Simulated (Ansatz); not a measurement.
## Ag(111) / 3 layers Cd(0001) / Ag(111): resistance against film thickness

How does the resistance across the layers grow with the film in Ag(111) / 3 layers Cd(0001) / Ag(111)?

Main program and level: Ansatz 0.2.0; Ansatz plane-wave DFT, PBE, PAW files; ballistic transport by layer matching (Landauer), zero bias; PAW set soft_1, in the first sound run; inputs show where later runs differ.

Most raw output is cut from this account.

## 1. The starting structure

The cell holds 11 atoms: 8 Ag and 3 Cd. Its edges and angles: a = 2.889 Å, b = 2.889 Å, c = 27.830 Å, α = 90.0°, β = 90.0°, γ = 120.0°. It derives from Ag and Cd. Regions: lead, 8 atoms (8 Ag); films, 3 atoms (3 Cd). The structure is stacked along c, and the current runs across the ab planes.

## 2. With 3 layers

The film is laid into the lead at the lead's in-plane lattice, and the cell closes on the lead's own image. The mesh across the current, 28×28, is finer than the density's, because channels open and close sharply across the zone. Energies from -1 to 1 eV in steps of 0.036 eV cover the slope of the Fermi function at 300 K, so the program can form a conductance.

input.yaml reads:

```yaml
crystal:
  lattice:
    - [2.8893797293, 0.0, 0.0]
    - [-1.4446898646, 2.5022762467, 0.0]
    - [0.0, 0.0, 27.8298795636]
  atoms:
    - { symbol: Ag, position: [0.0, 0.0, 0.042385535] }
    - { symbol: Ag, position: [0.3333333333, 0.6666666667, 0.1271566051] }
    - { symbol: Ag, position: [0.6666666667, 0.3333333333, 0.2119276751] }
    - { symbol: Ag, position: [0.0, 0.0, 0.2966987452] }
    - { symbol: Cd, position: [0.3333333333, 0.6666666667, 0.3927228535] }
    - { symbol: Cd, position: [0.6666666667, 0.3333333333, 0.5] }
    - { symbol: Cd, position: [0.3333333333, 0.6666666667, 0.6072771465] }
    - { symbol: Ag, position: [0.6666666667, 0.3333333333, 0.7033012548] }
    - { symbol: Ag, position: [0.0, 0.0, 0.7880723249] }
    - { symbol: Ag, position: [0.3333333333, 0.6666666667, 0.8728433949] }
    - { symbol: Ag, position: [0.6666666667, 0.3333333333, 0.957614465] }
kpoints:
  mp_grid: { grid: [15, 15, 1] }
hamiltonian:
  xc: pbe
  pseudopotentials: { kind: paw, azcp: { folder: soft_1 } }
scf:
  occupations: { method: fermi_dirac, width: 0.1 }
output:
  transmission: { leads: [[0, 1]], kmesh: [28, 28], e_range: [-1.0, 1.0], de: 0.036 }
  write_potential: true
  write_density: true
  volumetric_format: npy
  elf: true
```

The run is started by

```sh
ansatz run input.yaml --threads 4 --pin off --max-ram 8192MiB --backend cpu --events-out ev --progress --plain --runs-dir out
```

It took 1.9 min on 4 threads of Arm Neoverse V1, shared host; peak memory 1.1 GiB; 7 min of CPU time.

This step gave:

```yaml
free_energy: -85488.2943 eV
energy_at_zero_smearing: -85488.2379 eV
fermi_energy: 16.42 eV
cell_area: 7.230 Å²
step_of_the_lead_s_potential: 8.1 meV
ballistic_conductance_of_the_lead: 8.43e14 S/m²
estimated_errors_of_the_lead_s_conductance: 0, 3.8, 0 % (band edges, k-mesh, distance from neutral)
lead_conductance_per_cell: 0.7870 G₀
conductance_of_the_junction: 4.79e14 S/m²
junction_conductance_per_cell: 0.4467 G₀
estimated_errors_of_the_junction_s_conductance: 0.1, 0, 3.3, 0.5, 0.1 % (energy step, band edges, k-mesh, leads' steps, distance from neutral)
area_resistance_that_the_stack_adds_contact_term_taken_off_spin_by_spin: 0.9032 fΩ m²
```

Per spin. Table of transmission, zone mean by energy, zero at the Fermi level:

```tsv
energy (eV)	transmission, zone mean
-1.000	0.395
-0.928	0.399
-0.856	0.401
-0.784	0.403
-0.712	0.405
-0.676	0.405
-0.604	0.407
-0.532	0.413
-0.460	0.419
-0.388	0.425
-0.316	0.429
-0.244	0.434
-0.172	0.437
-0.100	0.444
-0.028	0.445
0.008	0.447
0.080	0.449
0.152	0.463
0.224	0.465
0.296	0.462
0.368	0.465
0.440	0.462
0.512	0.465
0.584	0.470
0.656	0.475
0.692	0.476
0.728	0.478
0.764	0.465
0.836	0.472
0.908	0.482
0.980	0.501
```

Per spin. Table of open channels, zone mean, lead by energy, zero at the Fermi level:

```tsv
energy (eV)	open channels, zone mean, lead
-1.000	0.690
-0.928	0.690
-0.856	0.690
-0.784	0.698
-0.712	0.698
-0.676	0.698
-0.604	0.698
-0.532	0.767
-0.460	0.800
-0.388	0.800
-0.316	0.792
-0.244	0.792
-0.172	0.792
-0.100	0.792
-0.028	0.784
0.008	0.784
0.080	0.784
0.152	0.830
0.224	0.861
0.296	0.846
0.368	0.846
0.440	0.838
0.512	0.838
0.584	0.838
0.656	0.838
0.692	0.838
0.764	0.823
0.836	0.823
0.908	0.861
0.980	0.869
```

Transmission over k1 and k2. At 0.0080 eV from the Fermi level.

Ten even steps from '0' (0.000) to '9' (0.998), each cell a mean:
```
2112333333332112600000000006
1123334444433321200000000000
2333344555554433321000000000
3334456677776654433200000000
3334567889999876544330000000
3334578999999998765433100000
3334578999999999987543320000
2334579999988899999754332000
1334578999874458999975433202
2133468999870003799997543215
5123457999970000189998654321
2413345799987100078999864331
1402334689998733378999865432
2000334468999988888999975433
3000023446799999999999975433
3000002334568999999999875433
3000000133445788999998765433
3000000003334556777777654433
2000000000233344555555544333
1000000000012233344444433322
2400000000005211333333333211
5411222222213342123333332212
```
Columns: k1 (b1) from -0.5 to 0.464; rows upwards: k2 (b2) from -0.5 to 0.464.

Open channels over k1 and k2. At 0.0080 eV from the Fermi level.

Ten even steps from '0' (0.00) to '9' (1.00), each cell a mean:
```
9999999999999999900000000007
9999999999999999940000000000
9999999999999999996000000000
9999999999999999999800000000
9999999999999999999992000000
9999999999999999999999500000
9999999999999999999999970000
9999999999999999999999999100
9999999999996669999999999933
9999999999990004999999999999
9999999999990000299999999999
9999999999999200099999999999
9559999999999944499999999999
9003999999999999999999999999
9000199999999999999999999999
9000007999999999999999999999
9000000599999999999999999999
9000000029999999999999999999
9000000000899999999999999999
9000000000069999999999999999
9500000000009999999999999999
9977777777779999999999999999
```
Columns: k1 (b1) from -0.5 to 0.464; rows upwards: k2 (b2) from -0.5 to 0.464.

Valence density in the ca plane at fractional y = 0.333, with atoms of Ag and Cd within 0.2 Å of it. It is the smooth field of the valence electrons, not physical close to the nuclei.

Values in e/Å³, 5 rows by 16 columns, each cell a mean:
```
 0  0  0  1  5  1  0  0  0  0  0  1  6  1  0  0
 0  0  0  2 16  1  0  0  0  0  0  2 18  2  0  0
 0  0  0  1  5  1  0  0  0  0  0  1  6  1  0  0
 0  1  1  0  0  0  1  0  0  1  0  0  0  0  0  1
 0  1  1  0  0  0  1  0  0  1  0  0  0  0  0  1
```
Columns run along c (16.0 Å, from fractional 0.06 to 0.63 of the cell), rows up along a (2.9 Å). Atoms in or near the plane, at fractional coordinates: Ag at (0.21, 0.67), Cd at (0.50, 0.67).

Electrostatic potential energy in the ca plane at fractional y = 0.333, with atoms of Ag and Cd within 0.2 Å of it. With pseudopotentials it is smooth inside the atoms' cores, unlike the true potential.

Values in eV, 5 rows by 16 columns, each cell a mean:
```
 18  17  16   8  -9  11  15  17  17  13  17   9  -9   9  17  13
 19  19  18   2   2   6  18  19  19  17  18   4 -12   4  18  17
 18  17  16   8  -9  11  15  17  18  13  17   9  -9   9  17  13
 13   8   6  17  12  17   4  11  14   1  15  17  11  17  15   1
 13   8   6  17  12  17   4  11  14   1  15  17  11  17  15   1
```
Columns run along c (16.0 Å, from fractional 0.06 to 0.63 of the cell; values clipped at the 3rd and 97th percentile), rows up along a (2.9 Å). Atoms in or near the plane, at fractional coordinates: Ag at (0.21, 0.67), Cd at (0.50, 0.67).

ELF in the ca plane at fractional y = 0.333, with atoms of Ag and Cd within 0.2 Å of it. It is the smooth field of the valence electrons, not physical close to the nuclei.

Values, 5 rows by 16 columns, each cell a mean:
```
0.17 0.17 0.18 0.25 0.47 0.22 0.19 0.17 0.19 0.22 0.21 0.22 0.44 0.22 0.21 0.22
0.17 0.17 0.19 0.32 0.69 0.27 0.20 0.17 0.21 0.30 0.24 0.27 0.81 0.27 0.25 0.31
0.17 0.17 0.18 0.25 0.47 0.22 0.19 0.17 0.19 0.22 0.21 0.22 0.44 0.22 0.21 0.22
0.20 0.24 0.26 0.17 0.20 0.17 0.28 0.22 0.18 0.26 0.19 0.20 0.23 0.20 0.19 0.26
0.20 0.24 0.26 0.17 0.20 0.17 0.28 0.22 0.18 0.26 0.19 0.20 0.23 0.20 0.19 0.26
```
Columns run along c (16.0 Å, from fractional 0.06 to 0.63 of the cell), rows up along a (2.9 Å). Atoms in or near the plane, at fractional coordinates: Ag at (0.21, 0.67), Cd at (0.50, 0.67).

The lead's potential steps by 8.1 meV from period to period, small in itself. The program estimates the junction's conductance to 3.3 % from the k-mesh, 0.1 % from the leads' distance from neutral and 0.5 % from their steps.

By hand: 1/G − 1/G_lead = 1/0.4787 − 1/0.8434 = 0.903 fΩ m² with G in 10¹⁵ S/m².

## 3. With 5 layers, film layers 5

The stack now holds 5 film layers; the k-mesh follows the cell, and the energies span -0.27 to 0.27 eV.

System of this step: Ag(111) / 5 layers Cd(0001) / Ag(111). The cell holds 13 atoms: 8 Ag and 5 Cd. Cell: a = 2.889 Å, b = 2.889 Å, c = 33.801 Å, α = 90.0°, β = 90.0°, γ = 120.0°. It derives from Ag and Cd. Regions: lead, 8 atoms (8 Ag); films, 5 atoms (5 Cd). The structure is stacked along c, and the current runs across the ab planes.

input.yaml reads:

```yaml
crystal:
  lattice:
    - [2.8893797293, 0.0, 0.0]
    - [-1.4446898646, 2.5022762467, 0.0]
    - [0.0, 0.0, 33.8008996996]
  atoms:
    - { symbol: Ag, position: [0.0, 0.0, 0.0348980159] }
    - { symbol: Ag, position: [0.3333333333, 0.6666666667, 0.1046940477] }
    - { symbol: Ag, position: [0.6666666667, 0.3333333333, 0.1744900795] }
    - { symbol: Ag, position: [0.0, 0.0, 0.2442861113] }
    - { symbol: Cd, position: [0.3333333333, 0.6666666667, 0.3233473017] }
    - { symbol: Cd, position: [0.6666666667, 0.3333333333, 0.4116736509] }
    - { symbol: Cd, position: [0.3333333333, 0.6666666667, 0.5] }
    - { symbol: Cd, position: [0.6666666667, 0.3333333333, 0.5883263491] }
    - { symbol: Cd, position: [0.3333333333, 0.6666666667, 0.6766526983] }
    - { symbol: Ag, position: [0.6666666667, 0.3333333333, 0.7557138887] }
    - { symbol: Ag, position: [0.0, 0.0, 0.8255099205] }
    - { symbol: Ag, position: [0.3333333333, 0.6666666667, 0.8953059523] }
    - { symbol: Ag, position: [0.6666666667, 0.3333333333, 0.9651019841] }
kpoints:
  mp_grid: { grid: [15, 15, 1] }
hamiltonian:
  xc: pbe
  pseudopotentials: { kind: paw, azcp: { folder: soft_1 } }
scf:
  occupations: { method: fermi_dirac, width: 0.1 }
output:
  transmission:
    leads: [[0, 1]]
    kmesh: [28, 28]
    e_range: [-0.27, 0.27]
    de: 0.036
  write_potential: true
  write_density: true
  volumetric_format: npy
```

The job ended after 82 s (4 threads; peak memory 1.4 GiB; 5.4 min of CPU time).

Numbers from this step:

- free energy: -101997.3012 eV
- energy at zero smearing: -101997.2390 eV
- Fermi energy: 16.12 eV
- step of the lead's potential: 11.7 meV
- estimated errors of the lead's conductance: 0, 3.7, 0 % (band edges, k-mesh, distance from neutral)
- lead conductance per cell: 0.7869 G₀
- conductance of the junction: 3.38e14 S/m²
- junction conductance per cell: 0.3150 G₀
- estimated errors of the junction's conductance: 0, 0, 3.7, 1.7, 0.2 % (energy step, band edges, k-mesh, leads' steps, distance from neutral)
- area resistance that the stack adds (contact term taken off, spin by spin): 1.776 fΩ m²

Per spin. Table of transmission, zone mean by energy, zero at the Fermi level:

```tsv
energy (eV)	transmission, zone mean
-0.270	0.338
-0.234	0.332
-0.198	0.327
-0.162	0.323
-0.126	0.320
-0.090	0.318
-0.054	0.316
-0.018	0.315
0.018	0.314
0.054	0.313
0.090	0.314
0.126	0.322
0.162	0.344
0.198	0.351
0.234	0.354
0.270	0.354
```

The conductance of the junction is 3.4e14 S/m², 29 % under the 4.8e14 S/m² of the last finished run.

## 4. With 6 layers, film layers 6

The stack now holds 6 film layers; the k-mesh follows the cell, and the energies span -0.27 to 0.27 eV.

System of this step: Ag(111) / 6 layers Cd(0001) / Ag(111). The cell holds 16 atoms: 10 Ag and 6 Cd. Cell: a = 2.889 Å, b = 2.889 Å, c = 41.505 Å, α = 90.0°, β = 90.0°, γ = 120.0°. It derives from Ag and Cd. Regions: lead, 10 atoms (10 Ag); films, 6 atoms (6 Cd). The structure is stacked along c, and the current runs across the ab planes.

input.yaml, the sections that differ from step 3:

```yaml
crystal:
  lattice:
    - [2.8893797293, 0.0, 0.0]
    - [-1.4446898646, 2.5022762467, 0.0]
    - [0.0, 0.0, 41.5047471075]
  atoms:
    - { symbol: Ag, position: [0.0, 0.0, 0.028420468] }
    - { symbol: Ag, position: [0.3333333333, 0.6666666667, 0.0852614039] }
    - { symbol: Ag, position: [0.6666666667, 0.3333333333, 0.1421023398] }
    - { symbol: Ag, position: [0.0, 0.0, 0.1989432757] }
    - { symbol: Cd, position: [0.3333333333, 0.6666666667, 0.2633296304] }
    - { symbol: Cd, position: [0.6666666667, 0.3333333333, 0.3352614039] }
    - { symbol: Cd, position: [0.3333333333, 0.6666666667, 0.4071931773] }
    - { symbol: Cd, position: [0.6666666667, 0.3333333333, 0.4791249508] }
    - { symbol: Cd, position: [0.3333333333, 0.6666666667, 0.5510567243] }
    - { symbol: Cd, position: [0.6666666667, 0.3333333333, 0.6229884978] }
    - { symbol: Ag, position: [0.0, 0.0, 0.6873748525] }
    - { symbol: Ag, position: [0.3333333333, 0.6666666667, 0.7442157884] }
    - { symbol: Ag, position: [0.6666666667, 0.3333333333, 0.8010567243] }
    - { symbol: Ag, position: [0.0, 0.0, 0.8578976602] }
    - { symbol: Ag, position: [0.3333333333, 0.6666666667, 0.9147385961] }
    - { symbol: Ag, position: [0.6666666667, 0.3333333333, 0.971579532] }
# kpoints, hamiltonian, scf, output: as in step 3
```

Run time: 77 s. Hardware: 4 threads; peak memory 1.9 GiB; 5 min of CPU time.

This step gave:

* free energy: -125433.0127 eV
* energy at zero smearing: -125432.9432 eV
* Fermi energy: 16.15 eV
* step of the lead's potential: 7.5 meV
* ballistic conductance of the lead: 8.44e14 S/m²
* estimated errors of the lead's conductance: 0, 3.6, 0 % (band edges, k-mesh, distance from neutral)
* lead conductance per cell: 0.7874 G₀
* conductance of the junction: 3.30e14 S/m²
* junction conductance per cell: 0.3082 G₀
* estimated errors of the junction's conductance: 0, 0, 6.7, 1.4, 0.9 % (energy step, band edges, k-mesh, leads' steps, distance from neutral)
* area resistance that the stack adds (contact term taken off, spin by spin): 1.843 fΩ m²

Per spin. Transmission, zone mean against energy, zero at the Fermi level:

```tsv
energy (eV)	transmission, zone mean
-0.270	0.332
-0.234	0.334
-0.198	0.332
-0.162	0.328
-0.126	0.322
-0.090	0.317
-0.054	0.312
-0.018	0.309
0.018	0.306
0.054	0.305
0.090	0.305
0.126	0.306
0.162	0.310
0.198	0.314
0.234	0.320
0.270	0.329
```

The conductance of the junction is 3.3e14 S/m², 2.2 % under the 3.4e14 S/m² of the last finished run, within the error estimates, leads' steps apart, of 3.7 and 6.7 %.

## 5. With 8 layers, film layers 8

The stack now holds 8 film layers; the k-mesh follows the cell, and the energies span -0.27 to 0.27 eV.

System of this step: Ag(111) / 8 layers Cd(0001) / Ag(111). The cell holds 18 atoms: 10 Ag and 8 Cd. Its edges and angles: a = 2.889 Å, b = 2.889 Å, c = 47.476 Å, α = 90.0°, β = 90.0°, γ = 120.0°. It derives from Ag and Cd. Regions: lead, 10 atoms (10 Ag); films, 8 atoms (8 Cd). The structure is stacked along c, and the current runs across the ab planes.

input.yaml, the sections that differ from step 4:

```yaml
crystal:
  lattice:
    - [2.8893797293, 0.0, 0.0]
    - [-1.4446898646, 2.5022762467, 0.0]
    - [0.0, 0.0, 47.4757672435]
  atoms:
    - { symbol: Ag, position: [0.0, 0.0, 0.02484603] }
    - { symbol: Ag, position: [0.3333333333, 0.6666666667, 0.0745380899] }
    - { symbol: Ag, position: [0.6666666667, 0.3333333333, 0.1242301498] }
    - { symbol: Ag, position: [0.0, 0.0, 0.1739222097] }
    - { symbol: Cd, position: [0.3333333333, 0.6666666667, 0.2302107022] }
    - { symbol: Cd, position: [0.6666666667, 0.3333333333, 0.2930956273] }
    - { symbol: Cd, position: [0.3333333333, 0.6666666667, 0.3559805524] }
    - { symbol: Cd, position: [0.6666666667, 0.3333333333, 0.4188654775] }
    - { symbol: Cd, position: [0.3333333333, 0.6666666667, 0.4817504027] }
    - { symbol: Cd, position: [0.6666666667, 0.3333333333, 0.5446353278] }
    - { symbol: Cd, position: [0.3333333333, 0.6666666667, 0.6075202529] }
    - { symbol: Cd, position: [0.6666666667, 0.3333333333, 0.670405178] }
    - { symbol: Ag, position: [0.0, 0.0, 0.7266936705] }
    - { symbol: Ag, position: [0.3333333333, 0.6666666667, 0.7763857304] }
    - { symbol: Ag, position: [0.6666666667, 0.3333333333, 0.8260777903] }
    - { symbol: Ag, position: [0.0, 0.0, 0.8757698502] }
    - { symbol: Ag, position: [0.3333333333, 0.6666666667, 0.9254619101] }
    - { symbol: Ag, position: [0.6666666667, 0.3333333333, 0.97515397] }
# kpoints, hamiltonian, scf, output: as in step 4
```

It took 90 s on 4 threads; peak memory 2.3 GiB.

This step gave:

* free energy: -141942.0062 eV
* energy at zero smearing: -141941.9275 eV
* Fermi energy: 15.96 eV
* step of the lead's potential: 8.4 meV
* estimated errors of the lead's conductance: 0, 3.6, 0.1 % (band edges, k-mesh, distance from neutral)
* lead conductance per cell: 0.7876 G₀
* conductance of the junction: 3.45e14 S/m²
* junction conductance per cell: 0.3217 G₀
* estimated errors of the junction's conductance: 0.1, 0, 11.6, 2.2, 1.8 % (energy step, band edges, k-mesh, leads' steps, distance from neutral)
* area resistance that the stack adds (contact term taken off, spin by spin): 1.716 fΩ m²

Per spin. Table of transmission, zone mean by energy, zero at the Fermi level:

```tsv
energy (eV)	transmission, zone mean
-0.270	0.296
-0.234	0.295
-0.198	0.299
-0.162	0.306
-0.126	0.309
-0.090	0.308
-0.054	0.312
-0.018	0.320
0.018	0.327
0.054	0.329
0.090	0.326
0.126	0.320
0.162	0.313
0.198	0.307
0.234	0.304
0.270	0.302
```

The conductance of the junction is 3.4e14 S/m², 4.4 % over the 3.3e14 S/m² of the last finished run, within the error estimates, leads' steps apart, of 6.7 and 12 %.

[end of part 1 of 2]

[Logs are printed without paths, hosts, clocks, repeated set-up lines and the standing remarks that a program may print on its own settings, such as how far it seeks lower states.]

[Hosts, paths, dates, database ids (printed as entryN), source tags and the programs' standing remarks are cut or masked in the printed files.]
